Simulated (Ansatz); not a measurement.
# Hf on an O site in HfO2

What does a Hf on an O site cost in HfO2, and how do its neighbours move? It is set in a cell of 48 host atoms.

Method: DFT PBE, scalar-relativistic, plane waves, PAW, in Ansatz 0.2.0.

5 further runs of the same task are left out: 1 that didn't finish, 4 set aside as unsound or not needed. Runs told in other sessions of the task aren't counted.

## 1. The system as given

The structure is tetragonal, space group P4_2/nmc (No. 137). Conventional cell: a = 3.604 Å, b = 3.604 Å, c = 5.264 Å, α = 90.00°, β = 90.00°, γ = 90.00°. Hf (site symmetry -4m2) is surrounded by 4 O at 2.07 Å. Around O (site symmetry 2mm) lie 2 Hf at 2.07 Å.

As a file:

```
CELL_PARAMETERS angstrom
3.60430 0.00000 0.00000
0.00000 3.60430 0.00000
0.00000 0.00000 5.26397
ATOMIC_POSITIONS crystal
Hf 0.50000 0.50000 0.50000
Hf 0.00000 0.00000 0.00000
O 0.00000 0.50000 0.69325
O 0.50000 0.00000 0.80675
O 0.50000 0.00000 0.30675
O 0.00000 0.50000 0.19325
```

It goes back to an entry of the Materials Project, which need not be the stable form.

It is the result of an earlier relaxation at this level (volume 11.40 Å³/atom; gap on the mesh: 4.67 eV).

The perfect supercell (rows 0 -2 -1; 2 0 1; -2 0 1 in vectors of this cell) was computed beforehand with the same settings: E(σ→0) = -269784.3182 eV for 48 atoms, gap 4.89 eV on its own mesh.

## 2. The defect cell

The atom at (0.250, 0.222, 0.722) of the supercell is replaced. The other atoms start on their ideal sites. Its neighbours are 2 Hf at 2.07 Å, 2 Hf at 2.42 Å.

## 3. Relaxation at the host's cell

File input.yaml:

```yaml
crystal:
  lattice:
    - [0.0, -7.208609557, -5.263967225]
    - [7.208609557, 0.0, 5.263967225]
    - [-7.208609557, 0.0, 5.263967225]
  atoms:
    - { symbol: Hf, position: [0.25, 0.25, 0.5] }
    - { symbol: Hf, position: [0.75, 0.5, 0.75] }
    - { symbol: Hf, position: [0.25, 0.5, 0.25] }
    - { symbol: Hf, position: [0.25, 0.0, 0.75] }
    - { symbol: Hf, position: [0.75, 0.25, 0.0] }
    - { symbol: Hf, position: [0.75, 0.75, 0.5] }
    - { symbol: Hf, position: [0.25, 0.75, 0.0] }
    - { symbol: Hf, position: [0.75, 0.0, 0.25] }
    - { symbol: Hf, position: [0.0, 0.5, 0.5] }
    - { symbol: Hf, position: [0.5, 0.75, 0.75] }
    - { symbol: Hf, position: [0.0, 0.75, 0.25] }
    - { symbol: Hf, position: [0.0, 0.25, 0.75] }
    - { symbol: Hf, position: [0.5, 0.5, 0.0] }
    - { symbol: Hf, position: [0.5, 0.0, 0.5] }
    - { symbol: Hf, position: [0.0, 0.0, 0.0] }
    - { symbol: Hf, position: [0.5, 0.25, 0.25] }
    - { symbol: Hf, position: [0.25, 0.2216260487, 0.7216260487] }
    - { symbol: O, position: [0.75, 0.4716260487, 0.9716260487] }
    - { symbol: O, position: [0.25, 0.4716260487, 0.4716260487] }
    - { symbol: O, position: [0.25, 0.9716260487, 0.9716260487] }
    - { symbol: O, position: [0.75, 0.2216260487, 0.2216260487] }
    - { symbol: O, position: [0.75, 0.7216260487, 0.7216260487] }
    - { symbol: O, position: [0.25, 0.7216260487, 0.2216260487] }
    - { symbol: O, position: [0.75, 0.9716260487, 0.4716260487] }
    - { symbol: O, position: [0.5, 0.5283739513, 0.7783739513] }
    - { symbol: O, position: [1.0, 0.7783739513, 0.0283739513] }
    - { symbol: O, position: [0.5, 0.7783739513, 0.5283739513] }
    - { symbol: O, position: [0.5, 0.2783739513, 0.0283739513] }
    - { symbol: O, position: [1.0, 0.5283739513, 0.2783739513] }
    - { symbol: O, position: [1.0, 0.0283739513, 0.7783739513] }
    - { symbol: O, position: [0.5, 0.0283739513, 0.2783739513] }
    - { symbol: O, position: [1.0, 0.2783739513, 0.5283739513] }
    - { symbol: O, position: [0.5, 0.2783739513, 0.5283739513] }
    - { symbol: O, position: [1.0, 0.5283739513, 0.7783739513] }
    - { symbol: O, position: [0.5, 0.5283739513, 0.2783739513] }
    - { symbol: O, position: [0.5, 0.0283739513, 0.7783739513] }
    - { symbol: O, position: [1.0, 0.2783739513, 0.0283739513] }
    - { symbol: O, position: [1.0, 0.7783739513, 0.5283739513] }
    - { symbol: O, position: [0.5, 0.7783739513, 0.0283739513] }
    - { symbol: O, position: [1.0, 0.0283739513, 0.2783739513] }
    - { symbol: O, position: [0.25, 0.9716260487, 0.4716260487] }
    - { symbol: O, position: [0.75, 0.2216260487, 0.7216260487] }
    - { symbol: O, position: [0.25, 0.2216260487, 0.2216260487] }
    - { symbol: O, position: [0.25, 0.7216260487, 0.7216260487] }
    - { symbol: O, position: [0.75, 0.9716260487, 0.9716260487] }
    - { symbol: O, position: [0.75, 0.4716260487, 0.4716260487] }
    - { symbol: O, position: [0.25, 0.4716260487, 0.9716260487] }
    - { symbol: O, position: [0.75, 0.7216260487, 0.2216260487] }
  host:
    lattice:
      - [3.6043047785, 0.0, 0.0]
      - [0.0, 3.6043047785, 0.0]
      - [0.0, 0.0, 5.263967225]
    atoms:
      - { symbol: Hf, position: [0.5, 0.5, 0.5] }
      - { symbol: Hf, position: [0.0, 0.0, 0.0] }
      - { symbol: O, position: [0.0, 0.5, 0.6932520973] }
      - { symbol: O, position: [0.5, 0.0, 0.8067479027] }
      - { symbol: O, position: [0.5, 0.0, 0.3067479027] }
      - { symbol: O, position: [0.0, 0.5, 0.1932520973] }
basis:
  ecutwfc: 420
  xc_grid: 2
kpoints:
  mp_grid: { grid: [2, 2, 2], shift: [0.5, 0.5, 0.5] }
hamiltonian:
  xc: pbe
scf:
  occupations: { method: gaussian, width: 0.01 }
output:
  forces: true
  stress: false
  eigenvalues: true
  charged_corrections: { defect_position: [0.25, 0.22162605, 0.72162605] }
  write_density: true
  write_potential: true
  elf: true
  volumetric_format: npy
relax:
  adjacent_minimum: "off"
  f_tol: 0.025
  max_steps: 45
```

Launch:

```bash
> ansatz run input.yaml --threads 4 --pin off --max-ram 10240MiB --backend cpu --events-out ev --progress --plain --runs-dir out
```

**Question.** What will these runs give? Wanted: formation energy, neutral; nearest atoms after relaxation, one image of each, neutral.

**Answer**, as computed:

| quantity | value |
| --- | --- |
| formation energy, neutral | 14.94 eV |
| nearest atoms after relaxation, one image of each, neutral | 1 O at 2.32 Å, 5 O at 2.40 Å, 2 Hf at 2.74 Å, 2 Hf at 2.79 Å |

In words: Forming the neutral defect takes 14.94 eV with the elements as reservoirs. Spin polarisation was off in the neutral run, so a moment could not show there. A cell of 48 sites leaves finite-size errors of tenths of an eV, or more where the defect fills or empties host bands. A distortion of lower symmetry was not tried. Spin-orbit coupling is left out, which matters for the bands of Hf.
